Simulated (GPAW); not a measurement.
MgSe:

```xyz
2
Lattice="0.0000 2.7255 2.7255 2.7255 0.0000 2.7255 2.7255 2.7255 0.0000" Properties=species:S:1:pos:R:3 pbc="T T T"
Se    2.7255    2.7255    2.7255
Mg    0.0000    0.0000    0.0000
```

Base run:

```yaml
Program: GPAW 26.7.0
Functional: r2SCAN
Potentials_or_basis: GPAW PAW data sets (gpaw-data 1.2.1)
Cutoff: 800 eV
Basis: pw
k_mesh: 8 × 8 × 8
Occupations: fermi-dirac, width 0.05 eV
Spin: no spin polarisation
```

Its results: band gap on the k mesh 2.51 eV, indirect (least direct gap 3.54 eV); pressure 0.9 GPa.

Q: The run is repeated on the same cell with these changes: functional from r2SCAN to LDA; potentials or basis from GPAW PAW data sets (gpaw-data 1.2.1) to the program's PAW data sets (release 1.2.1) made for this functional. What comes out?

A: Band gap on the k mesh 1.66 eV, indirect (least direct gap 2.39 eV); pressure -2.1 GPa.

Caveats: the PAW data sets were made with another functional, which shifts forces and pressure a little (some runs).
